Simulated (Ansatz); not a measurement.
The system is BP.

```
P B
1.0
     0.00000    2.26900    2.26900
     2.26900    0.00000    2.26900
     2.26900    2.26900    0.00000
P B
1 1
Direct
  0.75000 0.75000 0.75000
  0.00000 0.00000 0.00000
```

```yaml
Program: Ansatz 0.2.0
Task: relaxation of cell and atoms
Functional: PBE
Dispersion: D4
Potentials_or_basis: all-electron LAPW, scalar-relativistic
Basis_error_allowed: 0.001 eV/atom
k_mesh: 10 × 10 × 10
Occupations: fermi-dirac, width 0.05 eV
Spin: no spin polarisation
```

At the start: volume 11.68 Å³/atom.

Question: How do energy, volume and symmetry change on relaxing?

Answer: Over 5 steps the energy falls by 3.1 meV/atom and the volume is 11.42 Å³/atom (-2.3 %); space group F-43m (No. 216, to 0.05 Å).

The path:
| step | energy change (eV) | largest force (eV/Å) | volume (Å³) |
| --- | --- | --- | --- |
| 1 | 0.0000 | 0.0000 | 23.36 |
| 2 | -0.0049 | 0.0000 | 23.07 |
| 3 | -0.0062 | 0.0000 | 22.83 |
| 4 | -0.0062 | 0.0000 | 22.84 |
| 5 | -0.0062 | 0.0000 | 22.84 |

Final structure:
```
P B
1.0
     0.00000    2.25183    2.25183
     2.25183    0.00000    2.25183
     2.25183    2.25183    0.00000
P B
1 1
Direct
  0.75000 0.75000 0.75000
  0.00000 0.00000 0.00000
```
